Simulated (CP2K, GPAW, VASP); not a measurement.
Hf: programs and potentials compared

```xyz
2
Lattice="3.1967 0.0000 0.0000 -1.5983 2.7684 0.0000 0.0000 0.0000 5.0578" Properties=species:S:1:pos:R:3 pbc="T T T"
Hf    1.5984    0.9228    3.7934
Hf    0.0000    1.8456    1.2645
```

Alike in all runs: task band structure; functional r2SCAN; k mesh 10 × 10 × 5; occupations fermi-dirac, width 0.05 eV; no spin polarisation; no spin-orbit coupling. Pressure is positive in compression and, in plane waves, holds the error of the finite cutoff.

| program and potentials | plane-wave cutoff (eV) | notes | pressure (GPa) |
| --- | --- | --- | --- |
| CP2K, POTENTIAL_UZH Hf GTH-SCAN-q12; TZVP-MOLOPT-SCAN-GTH basis | - | atomic basis; 12 valence electrons an atom on average | -3.48 |
| CP2K, POTENTIAL_UZH Hf GTH-PBE-q12; TZVP-MOLOPT-PBE-GTH basis | - | atomic basis; potentials made for PBE; 12 valence electrons an atom on average | 2.12 |
| GPAW, GPAW PAW data sets (gpaw-data 1.2.1) | 600 | potentials made for PBE; 12 valence electrons an atom on average | 0.20 |
| VASP, PBE PAW files Hf_pv, 520 eV | 520 | potentials made for PBE; 10 valence electrons an atom on average | ? |

Task: Estimate from the other rows what the run with VASP, PBE PAW files Hf_pv, 520 eV gave.

Result: Pressure -0.82 GPa. The other rows, which needn't bracket it: pressure -3.48 to 2.12.
